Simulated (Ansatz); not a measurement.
(001) slab cut from the bulk of Sc$_{2}$Al, 15 Å of vacuum:

```yaml
crystal:
  lattice:
    - [4.85090, 0.00000, 0.00000]
    - [-2.42545, 4.20100, 0.00000]
    - [0.00000, 0.00000, 25.64954]
  atoms:
    - { symbol: Sc, position: [0.66667, 0.33333, 0.29240] }
    - { symbol: Al, position: [0.33333, 0.66667, 0.29240] }
    - { symbol: Sc, position: [0.00000, 0.00000, 0.35172] }
    - { symbol: Sc, position: [0.33333, 0.66667, 0.41103] }
    - { symbol: Al, position: [0.66667, 0.33333, 0.41103] }
    - { symbol: Sc, position: [0.00000, 0.00000, 0.47034] }
    - { symbol: Sc, position: [0.66667, 0.33333, 0.52966] }
    - { symbol: Al, position: [0.33333, 0.66667, 0.52966] }
    - { symbol: Sc, position: [0.00000, 0.00000, 0.58897] }
    - { symbol: Sc, position: [0.33333, 0.66667, 0.64828] }
    - { symbol: Al, position: [0.66667, 0.33333, 0.64828] }
    - { symbol: Sc, position: [0.00000, 0.00000, 0.70760] }
```

Computed with Ansatz, DFT PBEsol, scalar-relativistic, plane waves, PAW. Settings: cutoff 420 eV, Γ-centred mesh 9×9×1 on the computed 12-atom cell, Gaussian smearing of 0.10 eV; no spin polarisation. A dipole correction removes the field between periodic images along c.

This base run converges in 10 iterations with a largest force of 0.798 eV/Å and a work function of 2.88 eV on the top face.

One setting at a time is then changed, some of them on purpose to poor values; changes count from the base run, energies are extrapolated to zero smearing, γ keeps the base's bulk energy, atoms stay where they are, and risky runs are capped at 50 to 100 iterations.

Problem. What happens with the slab thickened to 18 atoms (same faces, atoms at the bulk's places)?

Solution. It converges in 9 iterations; ΔE (meV/atom) -117.5, Δγ (J/m²) -0.007, Δφ top (eV) 0.00, largest force (eV/Å) 0.787.

Problem. What happens with the slab thickened to 24 atoms (same faces, atoms at the bulk's places)?

Solution. It converges in 10 iterations; ΔE (meV/atom) -175.6, Δγ (J/m²) -0.007, Δφ top (eV) +0.01, largest force (eV/Å) 0.792.

Problem. What happens with the slab thinned to 6 atoms (same faces, atoms at the bulk's places)?

Solution. It converges in 9 iterations; ΔE (meV/atom) +345.6, Δγ (J/m²) -0.009, Δφ top (eV) -0.01, largest force (eV/Å) 0.920.

Problem. What happens with vacuum of 22 Å?

Solution. It converges in 9 iterations; ΔE (meV/atom) 0.0, Δγ (J/m²) 0.000, Δφ top (eV) 0.00, largest force (eV/Å) 0.798, largest change of a force (eV/Å) 0.000.

Problem. What happens with k mesh 2×2×1?

Solution. It converges in 12 iterations; ΔE (meV/atom) +56.7, Δγ (J/m²) +0.268, largest force (eV/Å) 1.058, largest change of a force (eV/Å) 0.353.

Cost: 9 runs of about 16 core-minutes in all, on Intel Xeon Processor @ 2.50GHz (Skylake/Cascade Lake) (shared hosts).